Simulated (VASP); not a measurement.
The system is Ta2S.

```xyz
3
Lattice="2.8048 0.0000 0.0000 0.0000 2.8048 0.0000 0.0000 0.0000 7.5337" Properties=species:S:1:pos:R:3 pbc="T T T"
Ta    1.4024    1.4024    1.4007
Ta    1.4024    1.4024    6.1330
S     1.4024    1.4024    3.7669
```

The cell was built by a generator and needn't be a form met in nature.

- Program: VASP 6.6.1
- Task: relaxation of cell and atoms
- Functional: LDA
- Potentials or basis: VASP PAW LDA potentials, release 64 (Ta_pv, S)
- Cutoff: 600 eV
- k mesh: 7 × 7 × 3
- Occupations: fermi-dirac, width 0.05 eV
- Spin: no spin polarisation

At the start: pressure -8.4 GPa; volume 19.76 Å³/atom.

Q: How do energy, volume and symmetry change on relaxing?

A: Over 11 steps the energy falls by 36.4 meV/atom and the volume is 18.45 Å³/atom (-6.6 %); space group P4/mmm (No. 123, to 0.05 Å).

The path:
```
step  energy change (eV)  largest force (eV/Å)  pressure (GPa)  volume (Å³)
   1              0.0000                0.1146           -8.38        59.27
   2              0.1331                0.5747           16.12        50.84
   3             -0.0996                0.0906           -0.39        55.76
   4             -0.0997                0.0968           -0.20        55.68
   5             -0.0991                0.1291            0.55        54.90
   6             -0.1091                0.0167            0.11        55.29
   7             -0.1091                0.0190            0.10        55.28
   8             -0.1092                0.0124           -0.03        55.35
   9             -0.1092                0.0139           -0.05        55.34
  10             -0.1092                0.0147           -0.04        55.33
  11             -0.1092                0.0032           -0.01        55.34
```

Final structure:
```xyz
3
Lattice="2.7310 0.0000 0.0000 0.0000 2.7310 0.0000 0.0000 0.0000 7.4196" Properties=species:S:1:pos:R:3 pbc="T T T"
Ta    1.3655    1.3655    1.3810
Ta    1.3655    1.3655    6.0386
S     1.3655    1.3655    3.7098
```
